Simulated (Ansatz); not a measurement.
Ansatz (a quantum-chemistry and plane-wave program) input:

Ansatz 0.2 input:
```yaml
crystal:
  lattice:
    - [2.66034598, 0.0, 0.0]
    - [-1.33017299, 2.3039272015, 0.0]
    - [0.0, 0.0, 13.0123552642]
  atoms:
    - { symbol: Be, position: [0.0, 0.0, 0.9996821783] }
    - { symbol: Be, position: [0.0, 0.0, 0.4996821783] }
    - { symbol: Be, position: [0.6666666667, 0.3333333333, 0.8334386975] }
    - { symbol: Be, position: [0.3333333333, 0.6666666667, 0.3334386975] }
    - { symbol: Be, position: [0.6666666667, 0.3333333333, 0.1666280198] }
    - { symbol: Be, position: [0.3333333333, 0.6666666667, 0.6666280198] }
    - { symbol: O, position: [0.0, 0.0, 0.8745915541] }
    - { symbol: O, position: [0.0, 0.0, 0.3745915541] }
    - { symbol: O, position: [0.6666666667, 0.3333333333, 0.7080660268] }
    - { symbol: O, position: [0.3333333333, 0.6666666667, 0.2080660268] }
    - { symbol: O, position: [0.6666666667, 0.3333333333, 0.0412935236] }
    - { symbol: O, position: [0.3333333333, 0.6666666667, 0.5412935236] }
kpoints:
  mp_grid: { grid: [12, 12, 3] }
hamiltonian:
  xc: lda
  pseudopotentials: { kind: paw }
scf:
  occupations: { method: fixed }
elastic: { mode: relaxed_ion, stencil: two_point, amplitude: 0.005, f_tol: 0.0005 }
output: { polarization: {} }
```

Output (shortened):

```
Pseudopotential: Be, paw, valence charge 2
Pseudopotential: O, paw, valence charge 6
Functional definition: SPW92
Crystal: 12 atoms, lattice volume = 79.756 Å³
Basis set: ecut = 420 eV, 1573 PW (Γ)
Bands: 36, of which v1, the nominal top of the filled ones, is band 24 counted from 1 (23 counted from 0)
Symmetry: 12 space group operations
Space group: P63mc (ITA 186), of the structure as read, at distance tolerance 4.3e-5 Å
k-points: 38 of 432 (time reversal used)
SCF 1 converged in 11 iterations: F = -3880.528660 eV  dr2 = 2.78e-14
relax step   1: F+E_penalty+E_count = -3880.52865977 eV  Δ(F+E_penalty+E_count) = +0.000e0 eV  max|allowed force component| = 6.251e-4 eV/Å  Δτ_max = 0.0000 Å  (11 SCF iters, accepted)
Crystal: 12 atoms, lattice volume = 79.756 Å³
SCF 2 converged in 8 iterations: F = -3880.528660 eV  dr2 = 2.70e-15
relax step   2: F+E_penalty+E_count = -3880.52865980 eV  Δ(F+E_penalty+E_count) = -3.330e-8 eV  max|allowed force component| = 2.714e-4 eV/Å  Δτ_max = 0.0000 Å  (8 SCF iters, accepted)
Crystal: 12 atoms, lattice volume = 79.756 Å³
SCF 3 converged in 7 iterations: F = -3880.528660 eV  dr2 = 5.03e-14
Crystal: 12 atoms, lattice volume = 79.357 Å³
Symmetry: 4 space group operations
k-points: 86 of 432 (time reversal used)
SCF 4 converged in 10 iterations: F = -3880.525309 eV  dr2 = 4.63e-15
relax step   1: F+E_penalty+E_count = -3880.52530945 eV  Δ(F+E_penalty+E_count) = +0.000e0 eV  max|allowed force component| = 3.103e-2 eV/Å  Δτ_max = 0.0000 Å  (10 SCF iters, accepted)
Crystal: 12 atoms, lattice volume = 79.357 Å³
SCF 5 converged in 8 iterations: F = -3880.525448 eV  dr2 = 6.98e-14
relax step   2: F+E_penalty+E_count = -3880.52544756 eV  Δ(F+E_penalty+E_count) = -1.381e-4 eV  max|allowed force component| = 2.077e-2 eV/Å  Δτ_max = 0.0033 Å  (8 SCF iters, accepted)
Crystal: 12 atoms, lattice volume = 79.357 Å³
SCF 6 converged in 9 iterations: F = -3880.525563 eV  dr2 = 7.32e-14
relax step   3: F+E_penalty+E_count = -3880.52556289 eV  Δ(F+E_penalty+E_count) = -1.153e-4 eV  max|allowed force component| = 4.248e-3 eV/Å  Δτ_max = 0.0033 Å  (9 SCF iters, accepted)
Crystal: 12 atoms, lattice volume = 79.357 Å³
SCF 7 converged in 8 iterations: F = -3880.525568 eV  dr2 = 2.10e-14
relax step   4: F+E_penalty+E_count = -3880.52556756 eV  Δ(F+E_penalty+E_count) = -4.669e-6 eV  max|allowed force component| = 2.822e-4 eV/Å  Δτ_max = 0.0005 Å  (8 SCF iters, accepted)
Crystal: 12 atoms, lattice volume = 79.357 Å³
SCF 8 converged in 2 iterations: F = -3880.525568 eV  dr2 = 3.17e-15
Crystal: 12 atoms, lattice volume = 80.155 Å³
Basis set: ecut = 420 eV, 1581 PW (Γ)
SCF 9 converged in 11 iterations: F = -3880.525518 eV  dr2 = 5.06e-15
relax step   1: F+E_penalty+E_count = -3880.52551779 eV  Δ(F+E_penalty+E_count) = +0.000e0 eV  max|allowed force component| = 2.953e-2 eV/Å  Δτ_max = 0.0000 Å  (11 SCF iters, accepted)
Crystal: 12 atoms, lattice volume = 80.155 Å³
SCF 10 converged in 9 iterations: F = -3880.525648 eV  dr2 = 4.91e-14
relax step   2: F+E_penalty+E_count = -3880.52564833 eV  Δ(F+E_penalty+E_count) = -1.305e-4 eV  max|allowed force component| = 1.961e-2 eV/Å  Δτ_max = 0.0034 Å  (9 SCF iters, accepted)
[...]
Crystal: 12 atoms, lattice volume = 79.755 Å³
SCF 31 converged in 7 iterations: F = -3880.527762 eV  dr2 = 5.18e-14
relax step   4: F+E_penalty+E_count = -3880.52776204 eV  Δ(F+E_penalty+E_count) = -9.204e-8 eV  max|allowed force component| = 1.373e-5 eV/Å  Δτ_max = 0.0000 Å  (7 SCF iters, accepted)
Crystal: 12 atoms, lattice volume = 79.755 Å³
SCF 32 converged in 2 iterations: F = -3880.527762 eV  dr2 = 1.79e-14
SCF converged after 7 iterations
Stability not checked: this state was not tested for a lower state beside it, because too few of the mixer's solves of this state at the end of the SCF gave a …
Free energy (F): -3880.528660 eV
Harris-Foulkes:  -3880.528660 eV  (|F-HF|=4.55e-13)
Internal energy: -3880.528660 eV  (E = F + TS)
E sigma→0 (E₀):  -3880.528660 eV
Fermi energy:    6.011673 eV
--- Per-component energies (eV) ---
  E_band       = -15.830347
  E_kinetic    = 1198.527705
  E_local      = -1993.892526  (includes V_loc(G=0)·N_el)
  E_nonlocal   = 331.604812
  E_hartree    = 689.382068
  E_xc         = -559.428168
  E_vxc        = -693.144010  (∫ρ·V_xc dr)
  E_paw        = -1220.293862  (= ΣΔE_a)
  E_vpaw       = -237.706162  (= ΣTr[D̂ρ^β])
  E_aug_tail   = 0.015699  (compensation charges beyond the density's cutoff)
  E_ewald      = -2327.207639
  E_core_change = 0.763252  (= ΣΔE_core)
  E_smearing   =  0.000000  (= −TS)
  E_closure    = 0.000000  (closes the sum)
  Σ components = -3880.528660   (vs F -3880.528660, Δ=0.00e0)
--- Forces (eV/Å), atoms counted from 1 ---
  atom   1  Be     0.00000000     0.00000000     0.00022156
  atom   2  Be     0.00000000     0.00000000     0.00022156
  atom   3  Be     0.00000000     0.00000000    -0.00010468
  atom   4  Be     0.00000000     0.00000000    -0.00010468
  atom   5  Be     0.00000000     0.00000000    -0.00010312
  atom   6  Be     0.00000000     0.00000000    -0.00010312
  atom   7  O      0.00000000     0.00000000    -0.00021856
  atom   8  O      0.00000000     0.00000000    -0.00021856
  atom   9  O      0.00000000     0.00000000    -0.00008467
  atom  10  O      0.00000000     0.00000000    -0.00008467
  atom  11  O      0.00000000     0.00000000     0.00026779
  atom  12  O      0.00000000     0.00000000     0.00026779
  max |Σ_I F_I| component: 4.34e-5 eV/Å
--- Stress (GPa, compression-positive) ---
       -0.019802       0.000000       0.000000
        0.000000      -0.019802       0.000000
        0.000000       0.000000      -0.026912
  P = ⅓ Tr σ = -0.0222 GPa (-0.222 kbar)
--- Band table (eV; the first three rows and the last of 38) ---
  k-point 0: bands = ["-12.6522", "-12.2788", "-12.2449", "-11.3313", "-11.3035", "-10.7140", "-0.4851", "0.9693", "1.0203", "4.1006", "4.1292", "5.0416", "5.0416", "5.2355", "5.2355", "5.2898", "5.2898", "5.7305", "5.7305", "5.7503", "5.7503", "6.0024", …
  k-point 1: bands = ["-12.6074", "-12.4753", "-11.9814", "-11.6561", "-11.0113", "-10.7936", "-0.3051", "0.2096", "1.9678", "3.0395", "5.0672", "5.0672", "5.0708", "5.1420", "5.1420", "5.4148", "5.4148", "5.5785", "5.5785", "5.7566", "5.8775", "5.8775", …
  k-point 2: bands = ["-12.5635", "-12.1962", "-12.1621", "-11.2664", "-11.2384", "-10.6637", "-0.3790", "1.0243", "1.0788", "3.9963", "4.0308", "4.6883", "4.8806", "4.9234", "4.9706", "5.1033", "5.1511", "5.4615", "5.4710", "5.6421", "5.6508", "5.6689", …
  k-point 37: bands = ["-10.3090", "-10.3090", "-10.2626", "-10.2626", "-10.2548", "-10.2548", "0.4911", "0.4911", "0.7739", "0.8529", "1.4413", "1.4413", "1.8508", "1.8508", "2.3772", "2.6514", "2.7932", "2.7932", "3.7693", "3.7693", "3.8893", "4.1196", …
--- Elastic constants: 3 strain directions × 2 members + reference (group order 12) ---
  dense FFT box of the reference and of every strained cell: 18×18×90
  strains applied: 11, 33, 23; error gains …
  reference relaxed by the batch: 2 steps …
  largest displacement 1.8e-5 Å; the constants are those of the deck's cell at these positions:
  atoms:
    - { symbol: Be, position: [0.0, 0.0, 0.9996828537809958] }
    - { symbol: Be, position: [0.0, 0.0, 0.49968285378099575] }
    - { symbol: Be, position: [0.6666666666666666, 0.33333333333333326, 0.8334376503817081] }
    - { symbol: Be, position: [0.33333333333333326, 0.6666666666666665, 0.33343765038170825] }
    - { symbol: Be, position: [0.6666666666666666, 0.33333333333333326, 0.16662842887722365] }
    - { symbol: Be, position: [0.33333333333333326, 0.6666666666666665, 0.6666284288772236] }
    - { symbol: O, position: [0.0, 0.0, 0.8745910837172426] }
    - { symbol: O, position: [0.0, 0.0, 0.37459108371724253] }
    - { symbol: O, position: [0.6666666666666666, 0.33333333333333326, 0.708065106333187] }
    - { symbol: O, position: [0.33333333333333326, 0.6666666666666665, 0.20806510633318698] }
    - { symbol: O, position: [0.6666666666666666, 0.33333333333333326, 0.04129487700964305] }
    - { symbol: O, position: [0.33333333333333326, 0.6666666666666665, 0.5412948770096432] }
  C = ∂σ_k/∂η_j (tension-positive GPa; Voigt order 11 22 33 23 13 12):
       465.569    143.227     85.930      0.000      0.000      0.000
       143.227    465.569     85.930      0.000      0.000      0.000
        85.864     85.864    524.184      0.000      0.000      0.000
         0.000      0.000      0.000    142.836      0.000      0.000
         0.000      0.000      0.000      0.000    142.836      0.000
         0.000      0.000      0.000      0.000      0.000    161.171
  reference stress σ⁰ (GPa):      0.020      0.020      0.027      0.000      0.000      0.000
  moduli (Voigt/Reuss/Hill, GPa): K = 231.71/231.71/231.71   G = 165.39/161.40/163.39   E = 396.89   ν = 0.215
  mechanically stable: yes (min eigenvalue of sym C = 142.84 GPa)
  e, the proper piezoelectric tensor (elastic.mode: relaxed_ion; C/m²; rows x y z; Voigt order 11 22 33 23 13 12):
       0.00000    0.00000    0.00000    0.00000    0.07427    0.00000
       0.00000    0.00000    0.00000    0.07427    0.00000    0.00000
       0.12202    0.12202   -0.21560    0.00000    0.00000    0.00000
  ±, each entry's uncertainty from the finite density of the strings (C/m²), an estimate: the size of the correction for it that the entry includes:
       0.00000    0.00000    0.00000    0.00000    0.00130    0.00000
       0.00000    0.00000    0.00000    0.00130    0.00000    0.00000
       0.00034    0.00034    0.00079    0.00000    0.00000    0.00000
  strain η (Voigt 11):  stress-route row diagonal C_11 = 465.57 GPa, energy-path curvature d²(F+E_count+ΔE)/dδ²/Ω₀ = 465.57 GPa
         δ    σ_11 (GPa)             F (eV)   n_scf  n_hpsi   n_pw
    -5.000e-3      -2.3430       -3880.5255676       2   20536   1590   relax 4 steps, max|allowed force component| 2.82e-4 eV/Å
     5.000e-3       2.3127       -3880.5257572       2   20538   1606   relax 3 steps, max|allowed force component| 3.72e-4 eV/Å
  strain η (Voigt 33):  stress-route row diagonal C_33 = 524.18 GPa, energy-path curvature d²(F+E_count+ΔE)/dδ²/Ω₀ = 524.35 GPa
         δ    σ_33 (GPa)             F (eV)   n_scf  n_hpsi   n_pw
    -5.000e-3      -2.6229       -3880.5253204       2    8967   1585   relax 4 steps, max|allowed force component| 2.97e-4 eV/Å
     5.000e-3       2.6189       -3880.5254736       2    8993   1604   relax 4 steps, max|allowed force component| 9.55e-5 eV/Å
  strain η (Voigt 23):  stress-route row diagonal C_44 = 142.84 GPa, energy-path curvature d²(F+E_count+ΔE)/dδ²/Ω₀ = 143.00 GPa
         δ    σ_23 (GPa)             F (eV)   n_scf  n_hpsi   n_pw
    -5.000e-3      -0.7142       -3880.5277620       2   29344   1599   relax 4 steps, max|allowed force component| 1.37e-5 eV/Å
     5.000e-3       0.7142       -3880.5277620       2   29364   1599   relax 4 steps, max|allowed force component| 1.37e-5 eV/Å
--- Formal polarisation (Berry phase): one branch of a lattice of values; only differences between neighbouring runs are physical ---
  axis  mesh            electronic          ionic      p = total  spread (rad)  least overlap  resolved gap  δp at fixed H ≤   (phases in cycles; p mod 2 …
  b1    12×12×3         0.00000000    16.00000000    16.00000000      0.000000         0.9734        7.9071           1.9e-6
  b2    12×12×3         0.00000000    16.00000000    16.00000000      0.000000         0.9734        7.9071           1.9e-6
  b3    12×12×3         0.01816499    23.48640854    23.50457353      0.018596         0.9848        7.9071           3.9e-7
  quantum along a1:   0.06671221 e/Å² =   106.884745 µC/cm²
  quantum along a2:   0.06671221 e/Å² =   106.884745 µC/cm²
  quantum along a3:   0.32630454 e/Å² =   522.797517 µC/cm²
  P = (  0.26684884,   0.46219575,   3.83482458) e/Å² = (  427.538980,   740.519235,  6144.066342) µC/cm²  (mod the quanta)
```

Cost: very roughly 12 core-minutes on shared cores.

Space group P6_3mc. A made-up cell: these elements were put on the sites of a structure type. Its sites differ from those of the usual phase in this space group: another stacking or structure type. The cell was relaxed with LDA under the symmetry of its start; phonons on a q-mesh show no instability.

Potentials: the later of the program's two PAW sets.

Ansatz is a plane-wave DFT program.
